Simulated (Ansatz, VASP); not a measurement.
# Ir in VASP and in Ansatz

Contents of POSCAR:

```
Ir
1.0
    0.0000000000      1.9228496764      1.9228496764
    1.9228496764      0.0000000000      1.9228496764
    1.9228496764      1.9228496764      0.0000000000
Ir
1
Direct
    0.0000000000      0.0000000000      0.0000000000
```

The input INCAR.step1:

```
PREC = Accurate
ENCUT = 520
ISMEAR = 0
SIGMA = 0.03
LREAL = F
LASPH = T
NELM = 100
NBANDS = 10
GGA = PE
ALGO = Normal
EDIFF = 1E-4
LWAVE = T
LCHARG = F
```

The input INCAR.step2:

```
PREC = Accurate
ENCUT = 520
EDIFF = 1E-6
ISMEAR = 0
SIGMA = 0.03
LREAL = F
LASPH = T
NELM = 100
ALGO = Normal
ISIF = 2
LWAVE = F
LCHARG = F
METAGGA = R2SCAN
LMIXTAU = T
NBANDS = 10
ISTART = 1
```

File KPOINTS:

```
Automatic mesh
0
Gamma
  14 14 14
```

Input for Ansatz:

```yaml
crystal:
  lattice:
    - [0.0, 1.9228496764, 1.9228496764]
    - [1.9228496764, 0.0, 1.9228496764]
    - [1.9228496764, 1.9228496764, 0.0]
  atoms:
    - { symbol: Ir, position: [0.0, 0.0, 0.0] }
hamiltonian:
  xc: r2scan
  pseudopotentials:
    kind: paw
    azcp:
      Ir: "pseudopotentials/Ir.paw.azcp"
basis:
  ecutwfc: 500
  fft_grid_basis: typed
kpoints:
  mp_grid: { grid: [14, 14, 14], shift: [0, 0, 0] }
magnetization:
  spin_polarized: false
scf:
  occupations: { method: gaussian, width: 0.03 }
  lower_state_search: "off"
output:
  stress: true
```

Alike in both runs: task single point; functional r2SCAN; k mesh 14 × 14 × 14; occupations gaussian, width 0.03 eV; no spin polarisation.

|  | VASP | Ansatz |
| --- | --- | --- |
| version | VASP 6.6.1 | Ansatz 0.2.0 |
| potentials or method | VASP PAW PBE potentials, release 64 (Ir) | plane waves (500 eV) with PAW, scalar-relativistic |
| plane-wave cutoff (eV) | 520 | 500 |
| valence electrons in the cell | 9 | 17 |

|  | VASP | Ansatz | Ansatz less VASP |
| --- | --- | --- | --- |
| pressure (GPa) | 2.2 | -0.2 | -2.47 |

The two sets of potentials don't hold the same shells in valence.

Caveats: the PAW data sets were made with another functional, which shifts forces and pressure a little (VASP). The runs have no spin-orbit coupling, so splittings on Ir are missing.
